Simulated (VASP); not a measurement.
A run of VASP 6.6.1 is set up as follows.

Contents of INCAR:

```
SYSTEM = CdS
ALGO = Normal
EDIFF = 1E-7
ENCUT = 520
GGA = PE
ISIF = 2
ISMEAR = -1
LASPH = .True.
LCHARG = .False.
LREAL = .False.
LWAVE = .False.
NBANDS = 16
NELM = 100
PREC = Accurate
SIGMA = 0.02
```

The input KPOINTS:

```
k-points
0
Gamma
  8 8 8
  0 0 0
```

POSCAR

```
CdS
1.0
    0.0000000000      2.9392146858      2.9392146858
    2.9392146858      0.0000000000      2.9392146858
    2.9392146858      2.9392146858      0.0000000000
Cd S
1 1
Direct
    0.0000000000      0.0000000000      0.0000000000
    0.2500000000      0.2500000000      0.2500000000
```

Potentials or basis: VASP PAW PBE potentials, release 64 (Cd, S).

Run with:

```console
$ cat potpaw_PBE.64/Cd/POTCAR potpaw_PBE.64/S/POTCAR > POTCAR
$ mpirun -np 1 vasp_std > vasp.out
```

(1) What does it give for the band gap on the k mesh?

(2) Estimate the pressure.

Results:

(1) 1.10 eV, direct.

(2) 1.7 GPa.
